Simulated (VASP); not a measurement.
# ZrB2 (P6/mmm) in VASP: density of states with LDA

Aim: the density of states of ZrB2 with LDA.

Everything below comes from runs of VASP 6.6.1. Logs are shortened: lines on timing, memory, paths and dates and some standing lists are left out, and cuts for length are marked.

**1. The structure**

The structure is hexagonal, space group P6/mmm (No. 191). The conventional cell has a = 3.134 Å, b = 3.134 Å, c = 3.486 Å, α = 90.00°, β = 90.00°, γ = 120.00°. Zr (site symmetry 6/mmm) is surrounded by 12 B at 2.51 Å. Around B (site symmetry -6m2) lie 3 B at 1.81 Å.

**2. Density of states, LDA**

File POSCAR:

```
ZrB2                                    
1.0
    3.1335515240      0.0000000000      0.0000000000
   -1.5667757620      2.7137352238      0.0000000000
    0.0000000000      0.0000000000      3.4858811824
  Zr              B             
     1     2
Direct
     0.0000000000000000    1.0000000000000000    0.0000000000000000
     0.3333333300000021    0.6666666699999979    0.5000000000000000
     0.6666666699999979    0.3333333300000021    0.5000000000000000
```

File INCAR.step1:

```
ALGO = Fast
EDIFF = 1E-7
ENCUT = 350
GGA = CA
ISIF = 2
ISMEAR = 0
LASPH = T
LCHARG = T
LMAXMIX = 4
LREAL = F
LWAVE = F
NELM = 80
PREC = Accurate
SIGMA = 0.1
```

File KPOINTS.step1:

```
k-points
0
Gamma
  9 9 6
```

File INCAR.step2:

```
ALGO = Fast
EDIFF = 1E-7
ENCUT = 350
GGA = CA
ICHARG = 11
ISIF = 2
ISMEAR = -5
LASPH = T
LCHARG = F
LMAXMIX = 4
LORBIT = 10
LREAL = F
LWAVE = F
NEDOS = 1001
NELM = 80
PREC = Accurate
SIGMA = 0.1
```

File KPOINTS.step2:

```
k-points
0
Gamma
  14 14 9
```

Potentials or basis: VASP PAW LDA potentials, release 64 (Zr_sv, B).

Launch:

```console
$ cat potpaw_LDA.64/Zr_sv/POTCAR potpaw_LDA.64/B/POTCAR > POTCAR
$ cp INCAR.step1 INCAR
$ cp KPOINTS.step1 KPOINTS
$ mpirun -np 1 vasp_std > vasp.out
$ cp INCAR.step2 INCAR
$ cp KPOINTS.step2 KPOINTS
$ mpirun -np 1 vasp_std > vasp.out
```

OUTCAR:

```text
EDIFF = 1E-7
   ENCUT = 350
   GGA = CA
   ICHARG = 11
   ISIF = 2
   ISMEAR = -5
   LASPH = T
   LORBIT = 10
   LREAL = F
   NELM = 80
   PREC = Accurate

 ion  position               nearest neighbor table
   1  0.000  0.000  0.000-   2 2.51   3 2.51   2 2.51   3 2.51   2 2.51   2 2.51   3 2.51   3 2.51
                             3 2.51   3 2.51   2 2.51   2 2.51
   2  0.333  0.667  0.500-   3 1.81   3 1.81   3 1.81   1 2.51   1 2.51   1 2.51   1 2.51   1 2.51
                             1 2.51
   3  0.667  0.333  0.500-   2 1.81   2 1.81   2 1.81   1 2.51   1 2.51   1 2.51   1 2.51   1 2.51
                             1 2.51

  LATTYP: Found a hexagonal cell.
 ALAT       =     3.1335515240
 C/A-ratio  =     1.1124378060

  Lattice vectors:

 A1 = (   3.1335515240,   0.0000000000,   0.0000000000)
 A2 = (  -1.5667757620,   2.7137352238,   0.0000000000)
 A3 = (   0.0000000000,   0.0000000000,   3.4858811824)

Analysis of symmetry for initial positions (statically):
=====================================================================
 Subroutine PRICEL returns:
 Original cell was already a primitive cell.

 Routine SETGRP: Setting up the symmetry group for a
 hexagonal supercell.

 Subroutine GETGRP returns: Found 24 space group operations
 (whereof 24 operations were pure point group operations)
 out of a pool of 24 trial point group operations.

The static configuration has the point symmetry D_6h.

Analysis of symmetry for dynamics (positions and initial velocities):
=====================================================================
 Subroutine PRICEL returns:
 Original cell was already a primitive cell.

 Routine SETGRP: Setting up the symmetry group for a
 hexagonal supercell.

 Subroutine GETGRP returns: Found 24 space group operations
 (whereof 24 operations were pure point group operations)
 out of a pool of 24 trial point group operations.

The dynamic configuration has the point symmetry D_6h.

 Subroutine INISYM returns: Found 24 space group operations
 (whereof 24 operations are pure point group operations),
 and found     1 'primitive' translations

----------------------------------------------------------------------------------------

                                     Primitive cell

  volume of cell :      29.6426

  direct lattice vectors                    reciprocal lattice vectors
     3.133551524  0.000000000  0.000000000     0.319126714  0.184247894  0.000000000
    -1.566775762  2.713735224  0.000000000     0.000000000  0.368495788  0.000000000
     0.000000000  0.000000000  3.485881182     0.000000000  0.000000000  0.286871510

  length of vectors
     3.133551524  3.133551524  3.485881182     0.368495788  0.368495788  0.286871510

[... 109 lines left out ...]
   GGA     = CA    functional components
   LHFCALC =     F    Hartree Fock is set to
   AEXX    =    0.0000 exact exchange contribution
   IVDW    =     0    specifies the selected vdW correction
   LEPSILON=     F    determine dielectric tensor
   LRPA    =     F    only Hartree local field effects (RPA)
 non-spin polarized calculation
 RMM-DIIS sequential band-by-band and
 Fermi weights with tetrahedron method with Bloechl corrections
  energy-cutoff  :      350.00
  volume of cell :       29.64
 maximum number of plane-waves:       454
 NGX is ok and might be reduce to    20

 number of electron      17.9999999 magnetization

 Free energy of the ion-electron system (eV)
  ---------------------------------------------------
  ext. energy  EPLUGINS =         0.00000000
  ---------------------------------------------------
  free energy    TOTEN  =       -27.47801077 eV

  energy without entropy =      -27.47801077  energy(sigma->0) =      -27.47801077

 E-fermi :  11.0537     XC(G=0): -12.7573

 val. band max:       11.0235612055   @ k =   0.0714   0.0714   0.3333
 cond. band min:      10.7221221274   @ k =   0.1429   0.1429   0.2222
 fundamental gap:     -0.3014390781
 Fermi energy:        11.0537326804

 k-point     1 :       0.0000    0.0000    0.0000
  band No.  band energies     occupation
      1     -37.3396      2.00000
      2     -15.7111      2.00000
      3     -15.0888      2.00000
      4     -15.0888      2.00000
      5      -1.8438      2.00000
      6       8.1661      2.00000
      7       8.1661      2.00000
      8       8.2107      2.00000
      9       8.6195      2.00000
     10      14.4213      0.00000
     11      14.4213      0.00000
     12      15.2252      0.00000
     13      15.2254      0.00000
[... 354 lines left out ...]
  band No.  band energies     occupation
      1     -37.1844      2.00000
      2     -15.9166      2.00000
      3     -15.7535      2.00000
      4     -15.4844      2.00000
      5       3.0324      2.00000
      6       3.0814      2.00000
      7       4.2002      2.00000
      8       7.9694      2.00000
      9       8.8166      2.00000
     10      11.9430     -0.02894
     11      12.8677      0.00000
     12      14.3635      0.00000
     13      19.1394      0.00000

 [... further k-points ...]

------------------------ aborting loop because EDIFF is reached ----------------------------------------

  FORCE on cell =-STRESS in cart. coord.  units (eV):
  Direction    XX          YY          ZZ          XY          YZ          ZX
  --------------------------------------------------------------------------------------
  -------------------------------------------------------------------------------------
  Total       -0.0345108     -0.0345108      0.0175473      0.0000000     -0.0000000      0.0000000
  in kB       -1.8653025     -1.8653025      0.9484255      0.0000000     -0.0000000      0.0000000
  external PRESSURE =      -0.9273932 kB  Pullay stress =       0.0000000 kB

 VOLUME and BASIS-vectors are now :
 -----------------------------------------------------------------------------
  energy-cutoff  :      350.00
  volume of cell :       29.64
      direct lattice vectors                 reciprocal lattice vectors
     3.133551524  0.000000000  0.000000000     0.319126714  0.184247894  0.000000000
    -1.566775762  2.713735224  0.000000000     0.000000000  0.368495788  0.000000000
     0.000000000  0.000000000  3.485881182     0.000000000  0.000000000  0.286871510

 POSITION                                       TOTAL-FORCE (eV/Angst)
 -----------------------------------------------------------------------------------
      0.00000      0.00000      0.00000         0.000000      0.000000     -0.000000
     -0.00000      1.80916      1.74294         0.000000      0.000000      0.000000
      1.56678      0.90458      1.74294        -0.000000      0.000000     -0.000000
 -----------------------------------------------------------------------------------
    total drift:                               -0.000000      0.000000      0.000000

  FREE ENERGIE OF THE ION-ELECTRON SYSTEM (eV)
  ---------------------------------------------------
  free  energy   TOTEN  =       -27.4780107734 eV

  energy  without entropy=      -27.4780107734  energy(sigma->0) =      -27.47801077

 total charge

# of ion       s       p       d       tot
------------------------------------------
    1        2.177   6.041   1.845  10.063
    2        0.671   1.284   0.000   1.955
    3        0.671   1.284   0.000   1.955
--------------------------------------------------
tot          3.518   8.609   1.845  13.973
```

OUTCAR.step1:

```text
EDIFF = 1E-7
   ENCUT = 350
   GGA = CA
   ISIF = 2
[... 617 lines left out ...]
      0.00000      0.00000      0.00000        -0.000000      0.000000      0.000000
     -0.00000      1.80916      1.74294        -0.000000     -0.000000      0.000000
      1.56678      0.90458      1.74294         0.000000      0.000000     -0.000000
 -----------------------------------------------------------------------------------
    total drift:                                0.000000      0.000000      0.000000

  FREE ENERGIE OF THE ION-ELECTRON SYSTEM (eV)
  ---------------------------------------------------
  free  energy   TOTEN  =       -27.4692705598 eV

  energy  without entropy=      -27.4671311727  energy(sigma->0) =      -27.46820087
```

OSZICAR.step1:

```text
N       E                     dE             d eps       ncg     rms          rms(c)
DAV:   1     0.730845955368E+02    0.73085E+02   -0.79620E+03  1256   0.103E+03
DAV:   2    -0.269113540967E+02   -0.99996E+02   -0.97478E+02  1488   0.281E+02
DAV:   3    -0.302717640033E+02   -0.33604E+01   -0.33294E+01  2019   0.443E+01
[... 25 lines left out ...]
RMM:  29    -0.274692701242E+02   -0.17688E-06   -0.24230E-06  1066   0.330E-03    0.216E-03
RMM:  30    -0.274692702619E+02   -0.13766E-06   -0.17639E-06  1013   0.256E-03    0.162E-03
RMM:  31    -0.274692703898E+02   -0.12790E-06   -0.14711E-06   767   0.182E-03    0.144E-03
RMM:  32    -0.274692704833E+02   -0.93538E-07   -0.11177E-06   882   0.176E-03    0.119E-03
RMM:  33    -0.274692705598E+02   -0.76441E-07   -0.94415E-07   771   0.150E-03
   1 F= -.27469271E+02 E0= -.27468201E+02  d E =-.213939E-02
```

Wall time 31 s (1 thread of Intel Xeon Platinum 8488C (Sapphire Rapids), shared host); peak memory 0.14 GiB.

What came out:

| Property | Result |
| --- | --- |
| Valence electrons inside the program's atomic spheres | Zr 10.06; B 1.96 |

Levels at points of the mesh, in eV from the Fermi level:
```
           k point  band 6  band 7  band 8  band 9  band 10  band 11  band 12  band 13
(0.00, 0.00, 0.00)   -2.89   -2.89   -2.84   -2.43     3.37     3.37     4.17     4.17
(0.50, 0.00, 0.00)   -8.52   -4.18   -3.25   -2.96     2.15     2.22     4.97     5.08
```

States per cell in windows of 1 eV (zero at the Fermi level; states under -8 eV left out):
| from (eV) | total | Zr1_d | B2_p | B3_p | B2_s | B3_s | Zr1_p |
| --- | --- | --- | --- | --- | --- | --- | --- |
| -8.0 | 0.69 | 0.06 | 0.08 | 0.08 | 0.09 | 0.09 | 0.02 |
| -7.0 | 0.57 | 0.06 | 0.08 | 0.08 | 0.05 | 0.05 | 0.01 |
| -6.0 | 0.86 | 0.10 | 0.16 | 0.16 | 0.03 | 0.03 | 0.02 |
| -5.0 | 1.39 | 0.22 | 0.27 | 0.27 | 0.02 | 0.02 | 0.03 |
| -4.0 | 1.98 | 0.41 | 0.35 | 0.35 | 0.01 | 0.01 | 0.07 |
| -3.0 | 1.47 | 0.46 | 0.19 | 0.19 | 0.00 | 0.00 | 0.05 |
| -2.0 | 0.68 | 0.31 | 0.06 | 0.06 | 0.00 | 0.00 | 0.00 |
| -1.0 | 0.17 | 0.09 | 0.01 | 0.01 | 0.00 | 0.00 | 0.00 |
| 0.0 | 0.55 | 0.28 | 0.05 | 0.05 | 0.00 | 0.00 | 0.00 |
| 1.0 | 1.11 | 0.54 | 0.09 | 0.09 | 0.01 | 0.01 | 0.01 |
| 2.0 | 1.23 | 0.71 | 0.08 | 0.08 | 0.01 | 0.01 | 0.01 |
| 3.0 | 1.43 | 0.86 | 0.09 | 0.09 | 0.02 | 0.02 | 0.01 |
| 4.0 | 1.84 | 1.14 | 0.10 | 0.10 | 0.04 | 0.04 | 0.02 |
| 5.0 | 1.13 | 0.69 | 0.07 | 0.07 | 0.03 | 0.03 | 0.01 |
| 6.0 | 0.66 | 0.33 | 0.06 | 0.06 | 0.02 | 0.02 | 0.01 |
| 7.0 | 0.06 | 0.03 | 0.01 | 0.01 | 0.00 | 0.00 | 0.00 |

Caveat: the cutoff is under 1.25 times the usual one of these potentials, so pressure, stress and relaxed cells hold a basis-set (Pulay) error; tetrahedron occupations give inexact forces and stress in metals.
